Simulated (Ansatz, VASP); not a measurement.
CaO: VASP beside Ansatz

```
Ca O
1.0
     2.37347    2.37347    0.00000
    -2.37347    2.37347    0.00000
     0.00000    2.37347    2.41039
Ca O
1 1
Direct
  0.00000 0.00000 0.00000
  0.50000 0.50000 0.00000
```

Change from the starting cell: in-plane strain -0.01, out-of-plane length and atoms relaxed by PAW.

Alike in both runs: functional r2SCAN; k mesh 8 × 8 × 8; no spin polarisation.

Ansatz relaxed the structure, and its values are those at the end. VASP's run is a single point on that final structure, the one shown.

|  | VASP | Ansatz |
| --- | --- | --- |
| version | VASP 6.6.1 | Ansatz 0.2.0 |
| potentials or method | VASP PAW PBE potentials, release 64 (Ca_sv, O) | PAW with Ansatz's default frozen-core files, scalar-relativistic |
| plane-wave cutoff (eV) | 520 | 500 |
| occupations | gaussian, width 0.01 eV | fixed |
| valence electrons in the cell | 16 | 16 |

|  | VASP | Ansatz | Ansatz less VASP |
| --- | --- | --- | --- |
| pressure (GPa) | 3.0 | 1.8 | -1.13 |

Caveats: the PAW data sets were made with another functional, which shifts forces and pressure a little (VASP). A k mesh can miss the band edges.
